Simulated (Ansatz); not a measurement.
# Relativistic treatment of EuS

```yaml
crystal:
  lattice:
    - [0.00000, 2.92422, 2.92422]
    - [2.92422, 0.00000, 2.92422]
    - [2.92422, 2.92422, 0.00000]
  atoms:
    - { symbol: Eu, position: [0.00000, 0.00000, 0.00000] }
    - { symbol: S, position: [0.50000, 0.50000, 0.50000] }
```

Atom numbers follow the list: Eu1, S2.

The structure comes from a relaxation in the same program, started in the rocksalt type, and has space group Fm-3m. Whether it is a known phase or the ground state wasn't checked.

Semilocal functionals without a Hubbard term describe localised f shells poorly; where the shell is localised, the real material differs.

The magnetic state is the one reached from the start moments; no search over orders was made, so it needn't be the ground state.

One fixed cell is solved with PBE by frozen-core PAW in Ansatz 0.2.0 under different relativistic treatments. Pressure is positive in compression.

Numerical set-up: a Γ-centred 10×10×10 k mesh, Fermi–Dirac smearing of 0.08 eV, cutoff 420 eV, spin-polarised from start moments Eu1 7 μB.

Q: Order the settings by the pressure that they give at this fixed cell, lowest first.
A. scalar-relativistic
B. with spin–orbit coupling

A: B (-0.34 GPa), A (0.00 GPa).

```json
{"setting": "scalar-relativistic", "P (GPa)": "0.00", "lowest level at Γ above −25 eV, from the valence-band top or, without a gap, the Fermi level (eV)": "-20.15"}
{"setting": "with spin–orbit coupling", "P (GPa)": "-0.34", "lowest level at Γ above −25 eV, from the valence-band top or, without a gap, the Fermi level (eV)": "-22.46"}
```
